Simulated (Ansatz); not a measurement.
# Al2O3 (Corundum) (R-3c) in Ansatz: projected density of states with PBE

Aim: the projected density of states of Al2O3 (Corundum) with PBE.

Program: Ansatz 0.2.0. These are calculated values, not measurements. Logs are shortened: lines on timing, memory, paths and dates and some standing lists are left out, and cuts for length are marked.

**What was measured.**

“Multi-petahertz electron interference in Cr:Al2O3 solid-state material”, 2018, pmc:5906618 quotes, for a bulk crystal of Al2O3: band gap 8.7 eV (optical).

How close the calculation comes is told below.

### Step 1. Starting point

Symmetry: R-3c, No. 167, trigonal system. The conventional cell has a = 4.760 Å, b = 4.760 Å, c = 12.996 Å, α = 90.00°, β = 90.00°, γ = 120.00°. Al (site symmetry 3) has 6 O at 1.85 to 1.97 Å as nearest neighbours. Around O (site symmetry 2) lie 4 Al at 1.85 to 1.97 Å.

### Step 2. Projected density of states, PBE

The input, input.yaml:

```yaml
crystal:
  lattice:
    - [2.38025, 1.3742379782, 4.3318666667]
    - [-2.38025, 1.3742379782, 4.3318666667]
    - [0.0, -2.7484759565, 4.3318666667]
  atoms:
    - { symbol: Al, position: [0.85216, 0.85216, 0.85216] }
    - { symbol: Al, position: [0.64784, 0.64784, 0.64784] }
    - { symbol: Al, position: [0.14784, 0.14784, 0.14784] }
    - { symbol: Al, position: [0.35216, 0.35216, 0.35216] }
    - { symbol: O, position: [0.05668, 0.75, 0.44332] }
    - { symbol: O, position: [0.75, 0.44332, 0.05668] }
    - { symbol: O, position: [0.44332, 0.05668, 0.75] }
    - { symbol: O, position: [0.94332, 0.25, 0.55668] }
    - { symbol: O, position: [0.25, 0.55668, 0.94332] }
    - { symbol: O, position: [0.55668, 0.94332, 0.25] }
kpoints:
  mp_grid: { grid: [7, 7, 7] }
  band_path:
    path:
      - [0.0, 0.0, 0.0]
      - [0.5, 0.0, 0.0]
      - [0.5, 0.2337604794, -0.2337604794]
    npoints: 10
scf:
  occupations: { method: fermi_dirac, width: 0.05 }
hamiltonian:
  xc: pbe
  pseudopotentials: { kind: all_electron, lapw: { basis_error: 0.002 } }
output:
  forces: true
  stress: true
  eigenvalues: true
  fatbands: false
  dos: { projected: true, de: 0.1, e_range: [-10, 8] }
  populations: true
```

Potentials or basis: all-electron LAPW, scalar-relativistic.

On the command line:

```sh
> ansatz run input.yaml --threads 8 --pin off --max-ram 24576MiB --backend cpu --events-out ev --progress --plain --runs-dir out
```

The program printed:

```text
Warning: RAYON_NUM_THREADS=8 ignored (pool sized by the plan → 8); use --threads N
Al: projections on atomic orbitals take those of the free atom 1s2 2s2 2p6 3s2 3p1, of charge +0.00 (hamiltonian.pseudopotentials.projection_atoms)
O: projections on atomic orbitals take those of the free atom 1s2 2s2 2p4, of charge +0.00 (hamiltonian.pseudopotentials.projection_atoms)
LAPW: plane waves up to 9.967 Å⁻¹, error target 2.0e-3 eV per atom; small_component_spin mean_spin; O in spheres of 0.905 Å, 8 of its electrons in bands, Dirac shells []; Al in spheres of 0.949 Å, 11 of its electrons in bands, Dirac shells [] (how accurate: hamiltonian.pseudopotentials.lapw.basis_error, Limitations)
Engine: ansatz 0.2.0, x86_64-unknown-linux-gnu
Pseudopotentials: kind: all_electron
Pseudopotential: Al, LAPW, valence charge 11, lapw/all_electron/scalar/gaussian/Al, Koelling and Harmon's equation, gaussian nucleus
Pseudopotential: O, LAPW, valence charge 8, lapw/all_electron/scalar/gaussian/O, Koelling and Harmon's equation, gaussian nucleus
Functional definition: PBE
  parameter kappa = 0.804
  parameter beta = 0.06672455060314922
  exchange = pbe_x(kappa = kappa, mu = beta*pi^2/3)
  correlation = pbe_c(beta = beta)
Crystal: 10 atoms, lattice volume = 85.018 Å³
Basis set: ecut = 378.5179278790333 eV, 1417 PW (Γ), FFT grids on a1−a3, a2−a3, a3, exchange–correlation at level 2
Bands: 56, of which v1, the nominal top of the filled ones, is band 46 counted from 1 (45 counted from 0)
Symmetry: 12 space group operations
Space group: R-3c (ITA 167), of the structure as read, at distance tolerance 4.4e-5 Å
k-points: 44 of 343
Non-local potential: Al, projectors of the file, none
Non-local potential: O, projectors of the file, none
Initial density: superposition of atomic densities (chi_scale 0.1, normalization cell, long waves kept (reshape's long-wave potential 0.01 eV rms))
Initial wavefunctions: plane waves of lowest kinetic energy (no species holds an atomic orbital)
Functional: x = pbe(κ = 0.804, μ = 0.2195149727645171), c = pbe(β = 0.06672455060314922)
iter 1 solved again at ethr=1.55e-2 eV; its pass at ethr=1.00e-1 eV (dr2=1.42e1 eV) is discarded
SCF iter   1: F=—  HF=-38743.346517 eV  |F-HF|=—  |Δ(HF+E_count)|=         —  Δρ=1.35e-1  dr2=1.42e1  ethr=1.55e-2  ⟨swp⟩=2.0  Hψ=17178  notcnv=0
preconditioner: auto → Resta (q_TF=auto, 2.764 Å⁻¹)  ε∞=3.2  [insulator: Δε(μ)=7.783 eV  Ē_g=18.968 eV  σ=0.050 eV  W_gap=1.00  n_scr=26 (ndim 8)  ℏωp=27.9 eV  f_vac=0.000  D(μ)=0.00/eV (n_scr^D=0)  ε∞_Penn≈3.2]
iter 2 solved again at ethr=7.03e-4 eV; its pass at ethr=1.55e-2 eV (dr2=6.46e-1 eV) is discarded
SCF iter   2: F=—  HF=-38735.361825 eV  |F-HF|=—  |Δ(HF+E_count)|=    7.98e0  Δρ=3.09e-2  dr2=6.45e-1  ethr=7.03e-4  ⟨swp⟩=2.2  Hψ=13055  notcnv=0
SCF iter   3: F=—  HF=-38735.279422 eV  |F-HF|=—  |Δ(HF+E_count)|=         —  Δρ=2.74e-2  dr2=6.22e-1  ethr=7.02e-4  ⟨swp⟩=2.0  Hψ=7480  notcnv=0
the basis was enlarged: its passes take 1.1 MiB over the memory plan, 8 of 8 planned eigensolver slots
SCF iter   4: F=—  HF=-38735.300910 eV  |F-HF|=—  |Δ(HF+E_count)|=   2.15e-2  Δρ=6.88e-3  dr2=3.59e-2  ethr=6.76e-4  ⟨swp⟩=2.0  Hψ=7475  notcnv=0
SCF iter   5: F=—  HF=-38735.309897 eV  |F-HF|=—  |Δ(HF+E_count)|=   8.99e-3  Δρ=1.40e-3  dr2=1.67e-3  ethr=3.90e-5  ⟨swp⟩=2.0  Hψ=7478  notcnv=0
SCF iter   6: F=—  HF=-38735.310608 eV  |F-HF|=—  |Δ(HF+E_count)|=   7.11e-4  Δρ=1.22e-4  dr2=1.61e-5  ethr=1.81e-6  ⟨swp⟩=3.0  Hψ=7189  notcnv=0
SCF iter   7: F=—  HF=-38735.310619 eV  |F-HF|=—  |Δ(HF+E_count)|=   1.13e-5  Δρ=1.79e-5  dr2=2.91e-7  ethr=1.75e-8  ⟨swp⟩=3.0  Hψ=7837  notcnv=0
SCF iter   8: F=-38735.310619 eV  HF=-38735.310619 eV  |F-HF|=2.49e-8  |Δ(HF+E_count)|=   4.18e-7  Δρ=8.36e-6  dr2=4.79e-8  ethr=3.16e-10  ⟨swp⟩=3.0  Hψ=7504  notcnv=0
SCF 1 converged in 8 iterations: F = -38735.310619 eV  dr2 = 4.79e-8
NSCF: frozen V_eff on 21 k-points
SCF converged after 8 iterations
Free energy (F): -38735.310619 eV
Harris-Foulkes:  -38735.310619 eV  (|F-HF|=2.49e-8)
Internal energy: -38735.310619 eV  (E = F + TS)
E sigma→0 (E₀):  -38735.310619 eV
Fermi energy:    12.435189 eV
--- Per-component energies (eV) ---
  E_band       = -7781.991986
  E_kinetic    = 38779.064141
  E_xc         = -3444.309660
  E_electrostatic = -74070.065099  (all electrons and nuclei)
  E_smearing   = -0.000000  (= −TS)
  E_closure    = 0.000000  (closes the sum)
  E_atoms      = -38660.552713  (free atoms, spherical and without spin; not in F)
  Σ components = -38735.310619   (vs F -38735.310619, Δ=0.00e0)
  Basis errors (estimates in eV, not in F): energy 9.1e-4 per atom: plane waves 8.1e-4 (4.7e-4 summed), levels above the bands 2.6e-89, relativity 5.2e-8, radial functions 1.0e-4, core shells 1.9e-11; eigenvalues (radial functions only) 3.3e-6; not estimated: angular momenta, meshes, grids; target (lapw.basis_error) 2.0e-3; muffin-tin radii O 0.905 Å, Al 0.949 Å
--- Forces (eV/Å), atoms counted from 1 ---
  atom   1  Al     0.00000000     0.00000000    -0.02874000
  atom   2  Al     0.00000000    -0.00000000     0.02874000
  atom   3  Al    -0.00000000    -0.00000000     0.02874000
  atom   4  Al    -0.00000000     0.00000000    -0.02874000
  atom   5  O     -0.01116382    -0.01933631    -0.00000000
  atom   6  O     -0.01116382     0.01933631     0.00000000
  atom   7  O      0.02232765    -0.00000000    -0.00000000
  atom   8  O      0.01116382     0.01933631     0.00000000
  atom   9  O      0.01116382    -0.01933631    -0.00000000
  atom  10  O     -0.02232765    -0.00000000     0.00000000
  max |Σ_I F_I| component: 6.94e-18 eV/Å
--- Stress (GPa, compression-positive) ---
        7.553370       0.000000       0.000000
        0.000000       7.553370       0.000000
        0.000000       0.000000       6.948936
  P = ⅓ Tr σ = 7.3519 GPa (73.519 kbar)
--- Band table (eV; the first three rows and the last of 44) ---
  k-point 0: bands = ["-494.0738", "-494.0738", "-494.0738", "-494.0738", "-494.0738", "-494.0738", "-91.1450", "-91.1432", "-91.1427", "-91.1411", "-52.6325", "-52.6291", "-52.6190", "-52.6190", "-52.6178", "-52.6178", "-52.6143", "-52.6135", "-52.6070", "-52.6070", "-52.6059", "-52.6059", "-9.9850", "-7.6463", "-7.3700", "-7.3700", "-7.0618", "-7.0618", "2.3454", "3.3470", "3.7071", "3.7071", "4.8341", "4.9219", "4.9219", "5.9244", "6.2841", "7.8207", "7.8207", "7.9524", "7.9524", "8.7523", "8.7523", "9.2042", "9.2042", "9.2505", "15.4734", "18.3963", "20.0113", "20.7835", "20.7835", "20.9623", "21.6361", "21.6361", "21.6856", "22.8101"]
  k-point 1: bands = ["-494.0738", "-494.0738", "-494.0738", "-494.0738", "-494.0738", "-494.0738", "-91.1449", "-91.1431", "-91.1427", "-91.1412", "-52.6323", "-52.6292", "-52.6191", "-52.6189", "-52.6180", "-52.6172", "-52.6143", "-52.6138", "-52.6069", "-52.6069", "-52.6067", "-52.6058", "-9.8788", "-7.6890", "-7.4431", "-7.3925", "-7.1126", "-7.0677", "2.4613", "3.1202", "3.5702", "4.2151", "4.3324", "4.8521", "5.6592", "6.3518", "6.5094", "7.4270", "7.7675", "7.8567", "8.0309", "8.5010", "8.5957", "8.9439", "9.1784", "9.2122", "15.9501", "18.7798", "19.6487", "20.5695", "20.5906", "20.8174", "21.6394", "21.8361", "22.1547", "22.3394"]
  k-point 2: bands = ["-494.0738", "-494.0738", "-494.0738", "-494.0738", "-494.0738", "-494.0738", "-91.1445", "-91.1432", "-91.1427", "-91.1415", "-52.6318", "-52.6295", "-52.6193", "-52.6187", "-52.6181", "-52.6161", "-52.6140", "-52.6138", "-52.6087", "-52.6071", "-52.6063", "-52.6056", "-9.5723", "-8.0144", "-7.4326", "-7.4250", "-7.2295", "-7.1085", "2.6530", "3.2179", "3.2448", "4.1609", "4.7751", "5.2254", "6.4360", "6.5626", "7.0135", "7.2091", "7.3632", "7.5467", "7.8723", "7.8779", "8.4557", "8.7604", "9.0599", "9.1059", "17.0191", "19.1990", "19.5346", "19.9178", "20.0831", "20.6422", "21.6583", "21.8377", "22.0945", "22.6546"]
  k-point 43: bands = ["-494.0738", "-494.0738", "-494.0738", "-494.0738", "-494.0738", "-494.0738", "-91.1442", "-91.1441", "-91.1419", "-91.1418", "-52.6299", "-52.6296", "-52.6197", "-52.6193", "-52.6178", "-52.6173", "-52.6149", "-52.6149", "-52.6073", "-52.6068", "-52.6061", "-52.6054", "-8.9902", "-8.8297", "-7.4991", "-7.4047", "-7.1370", "-7.0970", "3.5152", "3.6207", "4.4835", "4.4945", "4.9047", "5.2992", "5.4455", "5.6226", "6.6280", "6.8476", "6.9173", "7.3863", "7.5984", "7.7566", "8.6428", "8.6452", "8.7777", "8.8302", "18.1184", "18.3406", "20.1835", "20.3497", "21.2961", "21.3070", "21.5211", "21.7888", "22.2347", "22.4045"]
--- Löwdin populations: 10 sites ---
  site symbol       q [e]
     0     Al     11.7609
     1     Al     11.7609
     2     Al     11.7609
     3     Al     11.7609
     4      O      8.7617
     5      O      8.7617
     6      O      8.7617
     7      O      8.7617
     8      O      8.7617
     9      O      8.7617
  spilling = 0.003863 (of n_electrons = 100.000000)
```

bands.tsv:

```text
[... 30 lines left out ...]
```

It took 23 s on 8 threads of Intel Xeon at 2.50GHz (Skylake/Cascade Lake), shared host; peak memory 1 GiB.

What came out:

```
Free energy             : -38735.3106 eV
Pressure                : 7.4 GPa
Largest force           : 0.029 eV/Å
Band gap on the k mesh  : 6.22 eV, direct
Band gap along the path : 6.22 eV, direct
Loewdin charges         : Al +1.24; O -0.76 e
```

Forces on the atoms (eV/Å):
```
Al   0.000  0.000 -0.029
Al   0.000  0.000  0.029
Al   0.000  0.000  0.029
Al   0.000  0.000 -0.029
O   -0.011 -0.019  0.000
O   -0.011  0.019  0.000
O    0.022  0.000  0.000
O    0.011  0.019  0.000
O    0.011 -0.019  0.000
O   -0.022  0.000  0.000
```

Levels at the corners of the path, in eV from the valence-band top:
```tsv
point	band 43	band 44	band 45	band 46	band 47	band 48	band 49	band 50
Γ	-0.50	-0.05	-0.05	0.00	6.22	9.15	10.76	11.53
L	-0.91	-0.91	-0.27	-0.27	9.47	9.47	9.65	9.65
B1	-0.85	-0.85	-0.51	-0.51	9.71	9.71	10.13	10.13
```

States per cell in windows of 1 eV (zero at the valence-band top; states under -6 eV left out):
```tsv
from (eV)	total	O5 2p	O6 2p	O7 2p	O8 2p	O9 2p	O10 2p
-6.0	4.25	0.52	0.52	0.52	0.52	0.52	0.52
-5.0	4.11	0.53	0.53	0.53	0.53	0.53	0.53
-4.0	4.00	0.54	0.54	0.54	0.54	0.54	0.54
-3.0	5.63	0.81	0.81	0.81	0.81	0.81	0.81
-2.0	8.18	1.27	1.27	1.27	1.27	1.27	1.27
-1.0	7.32	1.17	1.17	1.17	1.17	1.17	1.17
0.0	0.00	0.00	0.00	0.00	0.00	0.00	0.00
1.0	0.00	0.00	0.00	0.00	0.00	0.00	0.00
2.0	0.00	0.00	0.00	0.00	0.00	0.00	0.00
3.0	0.00	0.00	0.00	0.00	0.00	0.00	0.00
4.0	0.00	0.00	0.00	0.00	0.00	0.00	0.00
5.0	0.00	0.00	0.00	0.00	0.00	0.00	0.00
6.0	0.07	0.00	0.00	0.00	0.00	0.00	0.00
7.0	0.30	0.01	0.01	0.01	0.01	0.01	0.01
```

### Step 3. Against experiment

Step 2. Measured gap of Al2O3: 8.7 eV (optical; quoted in “Multi-petahertz electron interference in Cr:Al2O3 solid-state material”, 2018, pmc:5906618). This calculation gives 6.22 eV (-2.48 eV). The value is that of PBE, without temperature or zero-point motion. Semilocal functionals fall short of measured gaps as a rule.
